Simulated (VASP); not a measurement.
# CdS (Hawleyite) (F-43m) in VASP: further runs

The runs below take CdS (Hawleyite) through dielectric tensor, with LDA.

Everything below comes from runs of VASP 6.6.1. Logs are shortened: lines on timing, memory, paths and dates and some standing lists are left out, and cuts for length are marked.

## Step 1: The structure

It takes space group F-43m (No. 216, cubic). Conventional cell: a = 5.833 Å, b = 5.833 Å, c = 5.833 Å, α = 90.00°, β = 90.00°, γ = 90.00°. Cd (site symmetry -43m) is surrounded by 4 S at 2.53 Å. S (site symmetry -43m) is surrounded by 4 Cd at 2.53 Å.

## Step 2: Dielectric tensor, LDA

Contents of INCAR:

```
  ALGO = Normal
  EDIFF = 1E-8
  ENCUT = 400
  GGA = CA
  ISIF = 2
  ISMEAR = 0
  LASPH = True
  LCHARG = False
  LEPSILON = True
  LREAL = False
  LWAVE = False
  NELM = 100
  PREC = Normal
  SIGMA = 0.01
```

Contents of KPOINTS:

```
k-points
0
Gamma
  9 9 9
```

Contents of POSCAR:

```
CdS
1.0
    0.0000000000      2.9165000000      2.9165000000
    2.9165000000      0.0000000000      2.9165000000
    2.9165000000      2.9165000000      0.0000000000
Cd S
1 1
Direct
    0.0000000000      0.0000000000      0.0000000000
    0.7500000000      0.7500000000      0.7500000000
```

Potentials or basis: VASP PAW LDA potentials, release 64 (Cd, S).

On the command line:

```console
cat potpaw_LDA.64/Cd/POTCAR potpaw_LDA.64/S/POTCAR > POTCAR
mpirun -np 1 vasp_std > vasp.out
```

OUTCAR:

```text
EDIFF = 1E-8
   ENCUT = 400
   GGA = CA
   ISIF = 2
   ISMEAR = 0
   LASPH = True
   LEPSILON = True
   LREAL = False
   NELM = 100
   PREC = Normal

 Found     35 irreducible k-points:

 Following reciprocal coordinates:
            Coordinates               Weight
  0.000000  0.000000  0.000000      1.000000
  0.111111  0.000000  0.000000      8.000000
  0.222222  0.000000  0.000000      8.000000
  0.333333  0.000000  0.000000      8.000000
  0.444444  0.000000  0.000000      8.000000
  0.111111  0.111111  0.000000      6.000000
   k-points           NKPTS =     35   k-points in BZ     NKDIM =     35   number of bands    NBANDS=     13
   number of dos      NEDOS =    301   number of ions     NIONS =      2
   total plane-waves  NPLWV =   8000
   dimension x,y,z NGX =    20 NGY =   20 NGZ =   20
   dimension x,y,z NGXF=    40 NGYF=   40 NGZF=   40
   ions per type =               1   1
   NGX,Y,Z   is equivalent  to a cutoff of   8.06,  8.06,  8.06 a.u.
   NGXF,Y,Z  is equivalent  to a cutoff of  16.12, 16.12, 16.12 a.u.
 SYSTEM =  unknown system
   PREC   = normal    normal or accurate (medium, high low for compatibility)
   ISTART =      0    job   : 0-new  1-cont  2-samecut
   ICHARG =      2    charge: 1-file 2-atom 10-const
   ISPIN  =      1    spin polarized calculation?
   LNONCOLLINEAR =      F non collinear calculations
   LSORBIT =      F    spin-orbit coupling
   LASPH  =      T    aspherical Exc in radial PAW
   ENCUT  =  400.0 eV  29.40 Ry    5.42 a.u.   6.73  6.73  6.73*2*pi/ulx,y,z
   NELM   =    100;   NELMIN=  2; NELMDL= -5     # of ELM steps
   EDIFF  = 0.1E-07   stopping-criterion for ELM
   LREAL  =      F    real-space projection
   EDIFFG = 0.1E-06   stopping-criterion for IOM
   NSW    =      0    number of steps for IOM
   IBRION =     -1    ionic relax: 0-MD 1-quasi-New 2-CG
[... 8 lines left out ...]
   EMIN   =  10.00;   EMAX   =-10.00  energy-range for DOS
   EFERMI =   0.00;   METHOD = LEGACY
   ISMEAR =     0;   SIGMA  =   0.01  broadening in eV -4-tet -1-fermi 0-gaus
   EFERMI_NEDOS =   21; number of points for ismear=-14 and -15
   IALGO  =     38    algorithm
   IMIX   =      4    mixing-type and parameters
     AMIX     =   0.40;   BMIX     =  1.00
     AMIX_MAG =   1.60;   BMIX_MAG =  1.00
  volume/ion in A,a.u.               =      24.81       167.41
  Fermi-wavevector in a.u.,A,eV,Ry     =   1.167599  2.206442 18.548649  1.363287
  Thomas-Fermi vector in A             =   2.304097
   LORBIT       =      0    0 simple, 1 ext, 2 COOP (PROOUT), +10 PAW based schemes
   GGA     = CA    functional components
   LHFCALC =     F    Hartree Fock is set to
   AEXX    =    0.0000 exact exchange contribution
   IVDW    =     0    specifies the selected vdW correction
   LEPSILON=     T    determine dielectric tensor
   LRPA    =     F    only Hartree local field effects (RPA)
 non-spin polarized calculation
 Gauss-broadening in eV      SIGMA  =   0.01
  energy-cutoff  :      400.00
  volume of cell :       49.62
 maximum number of plane-waves:       914
   NGX = 13   NGY = 13   NGZ = 13

--------------------------------------- Ionic step        1  -------------------------------------------

 number of electron      17.9999927 magnetization

 E-fermi :   1.1674     XC(G=0):  -9.5864

 val. band max:        1.1277483657   @ k =   0.0000   0.0000   0.0000
 cond. band min:       2.0183498161   @ k =   0.0000   0.0000   0.0000
 fundamental gap:      0.8906014504
 Fermi energy:         1.1673543249

 k-point     1 :       0.0000    0.0000    0.0000
  band No.  band energies     occupation
      1     -11.2296      2.00000
      2      -6.6479      2.00000
      3      -6.6479      2.00000
      4      -6.6479      2.00000
      5      -6.1621      2.00000
      6      -6.1621      2.00000
      7       1.1277      2.00000
      8       1.1277      2.00000
      9       1.1277      2.00000
     10       2.0183      0.00000
     11       7.4877      0.00000
     12       7.4877      0.00000
     13       7.4878      0.00000

 k-point     2 :       0.1111    0.0000    0.0000
  band No.  band energies     occupation
      1     -11.1780      2.00000
      2      -6.6297      2.00000
      3      -6.6297      2.00000
      4      -6.6073      2.00000
      5      -6.1639      2.00000
      6      -6.1639      2.00000
      7       0.1971      2.00000
      8       1.0268      2.00000
      9       1.0268      2.00000
     10       2.7938      0.00000
     11       7.2535      0.00000
     12       7.6519      0.00000
     13       7.6519      0.00000

 k-point     3 :       0.2222    0.0000    0.0000
  band No.  band energies     occupation
      1     -11.0466      2.00000
      2      -6.5871      2.00000
      3      -6.5871      2.00000
      4      -6.4630      2.00000
      5      -6.1613      2.00000
      6      -6.1613      2.00000
      7      -1.1221      2.00000
      8       0.7870      2.00000
      9       0.7870      2.00000
     10       3.5728      0.00000
     11       7.1422      0.00000
     12       7.9516      0.00000
     13       7.9516      0.00000

 k-point     4 :       0.3333    0.0000    0.0000
  band No.  band energies     occupation
      1     -10.8968      2.00000
      2      -6.5476      2.00000
      3      -6.5476      2.00000
      4      -6.1793      2.00000
      5      -6.1459      2.00000
      6      -6.1459      2.00000
      7      -2.3735      2.00000
      8       0.5349      2.00000
      9       0.5349      2.00000
     10       3.8796      0.00000
     11       7.6421      0.00000
     12       8.0434      0.00000
     13       8.0434      0.00000

 k-point     5 :       0.4444    0.0000    0.0000
  band No.  band energies     occupation
      1     -10.7996      2.00000
      2      -6.5288      2.00000
      3      -6.5288      2.00000
      4      -6.1274      2.00000
      5      -6.1274      2.00000
      6      -5.8442      2.00000
      7      -3.2542      2.00000
      8       0.3790      2.00000
      9       0.3790      2.00000
     10       3.9125      0.00000
     11       7.9827      0.00000
     12       7.9827      0.00000
     13       8.2551      0.00000

 k-point     6 :       0.1111    0.1111    0.0000
  band No.  band energies     occupation
      1     -11.1609      2.00000
      2      -6.6157      2.00000
      3      -6.6125      2.00000
      4      -6.6124      2.00000
      5      -6.1764      2.00000
      6      -6.1521      2.00000
      7       0.1814      2.00000
      8       0.8562      2.00000
      9       0.8562      2.00000
     10       3.0554      0.00000
     11       6.9090      0.00000
     12       7.8547      0.00000
     13       7.8547      0.00000

 [... further k-points ...]

  FORCE on cell =-STRESS in cart. coord.  units (eV):
  Direction    XX          YY          ZZ          XY          YZ          ZX
  --------------------------------------------------------------------------------------
  -------------------------------------------------------------------------------------
  Total       -0.7424109     -0.7424109     -0.7424109      0.0000000      0.0000000      0.0000000
  in kB      -23.9739149    -23.9739149    -23.9739149      0.0000000      0.0000000      0.0000000
  external PRESSURE =     -23.9739149 kB  Pullay stress =       0.0000000 kB

 VOLUME and BASIS-vectors are now :
 -----------------------------------------------------------------------------
  energy-cutoff  :      400.00
  volume of cell :       49.62
      direct lattice vectors                 reciprocal lattice vectors
     0.000000000  2.916500000  2.916500000    -0.171438368  0.171438368  0.171438368
     2.916500000  0.000000000  2.916500000     0.171438368 -0.171438368  0.171438368
     2.916500000  2.916500000  0.000000000     0.171438368  0.171438368 -0.171438368

 POSITION                                       TOTAL-FORCE (eV/Angst)
 -----------------------------------------------------------------------------------
      0.00000      0.00000      0.00000        -0.000000     -0.000000     -0.000000
      4.37475      4.37475      4.37475         0.000000      0.000000      0.000000
 -----------------------------------------------------------------------------------
    total drift:                               -0.000001     -0.000001      0.000000

  FREE ENERGIE OF THE ION-ELECTRON SYSTEM (eV)
  ---------------------------------------------------
  free  energy   TOTEN  =        -7.3956716893 eV

  energy  without entropy=       -7.3956716893  energy(sigma->0) =       -7.39567169

 HEAD OF MICROSCOPIC STATIC DIELECTRIC TENSOR (INDEPENDENT PARTICLE, excluding Hartree and local field effects)
 ------------------------------------------------------
           7.661260     0.000000     0.000000
           0.000000     7.661260     0.000000
          -0.000000     0.000000     7.661260
 ------------------------------------------------------

 Free energy of the ion-electron system (eV)
  ---------------------------------------------------
  ---------------------------------------------------
  free energy    TOTEN  =        -0.89075366 eV

  energy without entropy =       -0.89075366

------------------------ aborting loop because EDIFF is reached ----------------------------------------

--------------------------------------- Ionic step        2  -------------------------------------------

------------------------ aborting loop because EDIFF is reached ----------------------------------------

--------------------------------------- Ionic step        3  -------------------------------------------

 Free energy of the ion-electron system (eV)
  ---------------------------------------------------
  ---------------------------------------------------
  free energy    TOTEN  =        -0.89075370 eV

  energy without entropy =       -0.89075370

------------------------ aborting loop because EDIFF is reached ----------------------------------------

 PIEZOELECTRIC TENSOR FIELD DIRECTION 3  (e Angst)
 -----------------------------------------------------------------------------
    -0.00139  1.99859  0.00000           ( -0.00000 -0.03143  0.00000)
     1.99859 -0.00139  0.00000           ( -0.03143 -0.00000  0.00000)
     0.00000  0.00000  0.00053           (  0.00000  0.00000 -0.00000)

 PIEZOELECTRIC TENSOR FIELD DIRECTION 3  (C/m^2)
 -----------------------------------------------------------------------------
    -0.00045  0.64539  0.00000
     0.64539 -0.00045  0.00000
     0.00000  0.00000  0.00017

 MACROSCOPIC STATIC DIELECTRIC TENSOR (including local field effects in DFT)
 ------------------------------------------------------
           7.217770     0.000000     0.000000
           0.000000     7.217770    -0.000000
          -0.000000     0.000000     7.217770
 ------------------------------------------------------

 PIEZOELECTRIC TENSOR (including local field effects)  for field in x, y, z        (e  Angst)
          XX          YY          ZZ          XY          YZ          ZX
  --------------------------------------------------------------------------------
  x     0.00000    -0.00000     0.00000     0.00000     2.01436     0.00000
  y     0.00000     0.00000     0.00000     0.00000     0.00000     2.01436
  z    -0.00000     0.00000     0.00000     2.01436     0.00000     0.00000

 PIEZOELECTRIC TENSOR (including local field effects)  for field in x, y, z        (C/m^2)
          XX          YY          ZZ          XY          YZ          ZX
  --------------------------------------------------------------------------------
  x     0.00000    -0.00000     0.00000     0.00000     0.65048     0.00000
  y     0.00000     0.00000     0.00000     0.00000     0.00000     0.65048
  z    -0.00000     0.00000     0.00000     0.65048     0.00000     0.00000

 BORN EFFECTIVE CHARGES (including local field effects) (in |e|, cummulative output)
 ---------------------------------------------------------------------------------
 ion    1
    1     2.20594    -0.00000     0.00000
    2    -0.00000     2.20594     0.00000
    3    -0.00000    -0.00000     2.20594
 ion    2
    1    -2.20594     0.00000    -0.00000
    2     0.00000    -2.20594    -0.00000
    3     0.00000     0.00000    -2.20594
```

Run time: 71 s. Hardware: 1 thread of Intel Xeon Platinum 8488C (Sapphire Rapids), shared host; peak memory 0.23 GiB.

These settings aren't checked as converged: the numbers below hold their error.

Results:

- Band gap on the k mesh: 0.89 eV, direct
- Electronic dielectric tensor (diagonal): 7.22
- Born charges (mean of the diagonal): Cd +2.21; S -2.21 e

## Step 3: Dielectric tensor, LDA

Changes to INCAR since step 2:

```diff
@@ -12,3 +12,3 @@
   NELM = 100
-  PREC = Normal
-  SIGMA = 0.01
+  PREC = Accurate
+  SIGMA = 0.1
```

KPOINTS is that of step 2.

POSCAR is that of step 2.

Potentials or basis: VASP PAW LDA potentials, release 64 (Cd, S).

On the command line:

```console
cat potpaw_LDA.64/Cd/POTCAR potpaw_LDA.64/S/POTCAR > POTCAR
mpirun -np 1 vasp_std > vasp.out
```

OUTCAR:

```text
EDIFF = 1E-8
   ENCUT = 400
   GGA = CA
   ISIF = 2
   ISMEAR = 0
   LASPH = True
   LEPSILON = True
   LREAL = False
   NELM = 100
   PREC = Accurate

 Found     35 irreducible k-points:

 Following reciprocal coordinates:
            Coordinates               Weight
  0.000000  0.000000  0.000000      1.000000
  0.111111  0.000000  0.000000      8.000000
  0.222222  0.000000  0.000000      8.000000
  0.333333  0.000000  0.000000      8.000000
  0.444444  0.000000  0.000000      8.000000
  0.111111  0.111111  0.000000      6.000000
   k-points           NKPTS =     35   k-points in BZ     NKDIM =     35   number of bands    NBANDS=     13
   number of dos      NEDOS =    301   number of ions     NIONS =      2
   total plane-waves  NPLWV =  21952
   dimension x,y,z NGX =    28 NGY =   28 NGZ =   28
   dimension x,y,z NGXF=    56 NGYF=   56 NGZF=   56
   ions per type =               1   1
   NGX,Y,Z   is equivalent  to a cutoff of  11.29, 11.29, 11.29 a.u.
   NGXF,Y,Z  is equivalent  to a cutoff of  22.57, 22.57, 22.57 a.u.
 SYSTEM =  unknown system
   PREC   = accura    normal or accurate (medium, high low for compatibility)
   ISTART =      0    job   : 0-new  1-cont  2-samecut
   ICHARG =      2    charge: 1-file 2-atom 10-const
   ISPIN  =      1    spin polarized calculation?
   LNONCOLLINEAR =      F non collinear calculations
   LSORBIT =      F    spin-orbit coupling
[... 207 lines left out ...]
  free energy    TOTEN  =        -0.89280344 eV

  energy without entropy =       -0.89280344

------------------------ aborting loop because EDIFF is reached ----------------------------------------

 PIEZOELECTRIC TENSOR FIELD DIRECTION 3  (e Angst)
 -----------------------------------------------------------------------------
    -0.00138  1.99859  0.00000           (  0.00000 -0.03143  0.00000)
     1.99859 -0.00138  0.00000           ( -0.03143  0.00000  0.00000)
     0.00000  0.00000  0.00053           (  0.00000  0.00000 -0.00000)

 PIEZOELECTRIC TENSOR FIELD DIRECTION 3  (C/m^2)
 -----------------------------------------------------------------------------
    -0.00045  0.64539  0.00000
     0.64539 -0.00045  0.00000
     0.00000  0.00000  0.00017

 MACROSCOPIC STATIC DIELECTRIC TENSOR (including local field effects in DFT)
 ------------------------------------------------------
           7.217724    -0.000000     0.000000
           0.000000     7.217724     0.000000
           0.000000     0.000000     7.217724
 ------------------------------------------------------

 PIEZOELECTRIC TENSOR (including local field effects)  for field in x, y, z        (e  Angst)
          XX          YY          ZZ          XY          YZ          ZX
  --------------------------------------------------------------------------------
  x     0.00000     0.00000     0.00000     0.00000     2.01436     0.00000
  y     0.00000     0.00000    -0.00000     0.00000     0.00000     2.01436
  z     0.00000     0.00000     0.00000     2.01436     0.00000     0.00000

 PIEZOELECTRIC TENSOR (including local field effects)  for field in x, y, z        (C/m^2)
          XX          YY          ZZ          XY          YZ          ZX
  --------------------------------------------------------------------------------
  x     0.00000     0.00000     0.00000     0.00000     0.65048     0.00000
  y     0.00000     0.00000    -0.00000     0.00000     0.00000     0.65048
  z     0.00000     0.00000     0.00000     0.65048     0.00000     0.00000

 BORN EFFECTIVE CHARGES (including local field effects) (in |e|, cummulative output)
 ---------------------------------------------------------------------------------
 ion    1
    1     2.20598     0.00000    -0.00000
    2     0.00000     2.20598    -0.00000
    3     0.00000     0.00000     2.20598
 ion    2
    1    -2.20598    -0.00000     0.00000
    2     0.00000    -2.20598     0.00000
    3    -0.00000    -0.00000    -2.20598
```

OSZICAR:

```text
N       E                     dE             d eps       ncg     rms          rms(c)
DAV:   1     0.955946946851E+02    0.95595E+02   -0.80438E+03   934   0.102E+03
DAV:   2    -0.374934925707E+01   -0.99344E+02   -0.95567E+02  1055   0.279E+02
DAV:   3    -0.788289154016E+01   -0.41335E+01   -0.41240E+01  1080   0.591E+01
[... 11 lines left out ...]
RMM:   6    -0.892659862322E+00   -0.15040E-02   -0.61019E-05  5313   0.530E-02    0.163E-02
RMM:   7    -0.892744733865E+00   -0.84872E-04   -0.38856E-06  5381   0.146E-02    0.203E-03
RMM:   8    -0.892800414689E+00   -0.55681E-04   -0.20612E-06  5325   0.319E-03    0.757E-04
RMM:   9    -0.892800147235E+00    0.26745E-06   -0.47943E-06  5213   0.918E-04    0.403E-04
RMM:  10    -0.892804272001E+00   -0.41248E-05   -0.13878E-07  5353   0.334E-04    0.567E-05
RMM:  11    -0.892803532577E+00    0.73942E-06   -0.15036E-07  3705   0.876E-05    0.119E-05
RMM:  12    -0.892803442173E+00    0.90405E-07   -0.95655E-08  2200   0.551E-05    0.426E-06
```

It took 2.5 min on 1 thread of Intel Xeon Platinum 8488C (Sapphire Rapids), shared host; peak memory 0.25 GiB.

The run converged, but some of its settings lie outside the range that counts as converged, so its numbers aren't taken as properties of the crystal.

Results:

```
Band gap on the k mesh                  : 0.89 eV, direct
Electronic dielectric tensor (diagonal) : 7.22
Born charges (mean of the diagonal)     : Cd +2.21; S -2.21 e
```

(Continued in part 2 of 3.)
